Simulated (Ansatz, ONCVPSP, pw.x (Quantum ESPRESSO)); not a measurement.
pw.x on bcc O: one setting changed

Potential: optimised norm-conserving Vanderbilt (ONCV), ONCVPSP 4.0.1.1 (patched build), PBE; core [He], reference 2s2 2p4; waves: 2s: rc 0.65 bohr, ncon 3, nbas 7, qcut 11.6 1/bohr, local; 2p: rc 1.95 bohr, ncon 5, nbas 10, qcut 7.7 1/bohr, 2 projectors, debl 3.6 Ha; d scattering state at 0.23 Ha: rc 1.85 bohr, ncon 3, nbas 7, qcut 5.9 1/bohr, 1 projector; local part: the s channel; core correction: none.

The reference run (k-mesh 18³, cutoffs 130/520 Ry, Fermi–Dirac 0.01 Ry, mixing_beta 0.4, conv_thr 1e-9, no spin) gives 1.39 GPa at 7.756 Å³/atom, where all-electron LAPW gives 1.16 GPa. This run, with its own iteration cap, changes smearing to gauss.

```
&control
  calculation='scf', prefix='x', pseudo_dir='./', outdir='./tmp', tstress=.true., disk_io='none'
/
&system
  ibrav=0, nat=1, ntyp=1, ecutwfc=130, ecutrho=520, nbnd=10,
  occupations='smearing', smearing='gauss', degauss=0.01
/
&electrons
  conv_thr=1e-09, mixing_beta=0.4, electron_maxstep=60
/
ATOMIC_SPECIES
O 1.0 O.UPF
CELL_PARAMETERS angstrom
  -1.24697937 1.24697937 1.24697937
  1.24697937 -1.24697937 1.24697937
  1.24697937 1.24697937 -1.24697937
ATOMIC_POSITIONS crystal
O 0.0000 0.0000 0.0000
K_POINTS automatic
18 18 18 0 0 0
```

```bash
pw.x < O.scf.in > O.scf.out
```

How does the run end?

It converges in 5 iterations; the free energy moves by +23.2 meV/atom and the pressure by -0.89 GPa. Gaussian smearing of the same width is narrower in effect than Fermi–Dirac, so its quadratic term in F is smaller.

```
Message from routine setup:
     using ibrav=0 with symmetry is DISCOURAGED, use correct ibrav instead
     lattice parameter (alat)  =       4.0815  a.u.
     unit-cell volume          =      52.3401 (a.u.)^3
     number of electrons       =         6.00
     number of Kohn-Sham states=           10
     kinetic-energy cutoff     =     130.0000  Ry
     charge density cutoff     =     520.0000  Ry
     scf convergence threshold =      1.0E-09
     Exchange-correlation= PBE
     number of k points=   195  Gaussian smearing, width (Ry)=  0.0100
     iteration #  1     ecut=   130.00 Ry     beta= 0.40
     total energy              =     -31.15401736 Ry
     estimated scf accuracy    <       0.00019446 Ry
     iteration #  2     ecut=   130.00 Ry     beta= 0.40
     total energy              =     -31.15408493 Ry
     estimated scf accuracy    <       0.00005610 Ry
     iteration #  3     ecut=   130.00 Ry     beta= 0.40
     total energy              =     -31.15409631 Ry
     estimated scf accuracy    <       0.00000414 Ry
     iteration #  4     ecut=   130.00 Ry     beta= 0.40
     total energy              =     -31.15409693 Ry
     estimated scf accuracy    <          3.1E-09 Ry
     iteration #  5     ecut=   130.00 Ry     beta= 0.40
     the Fermi energy is     5.6344 ev
!    total energy              =     -31.15409693 Ry
     estimated scf accuracy    <          6.7E-10 Ry
     smearing contrib. (-TS)   =      -0.00056053 Ry
     The total energy is F=E-TS. E is the sum of the following terms:
     one-electron contribution =      -1.19067405 Ry
     hartree contribution      =       4.39011044 Ry
     xc contribution           =      -6.55428570 Ry
     ewald contribution        =     -27.79868709 Ry
     convergence has been achieved in   5 iterations
          total   stress  (Ry/bohr**3)                   (kbar)     P=        5.02
     Message from routine punch:
     Nothing written, as per user request (disk_io='none')
```

The run took about 38 s on one core of a shared host (Neoverse-N1, 64 threads, 124 GiB, load 51).
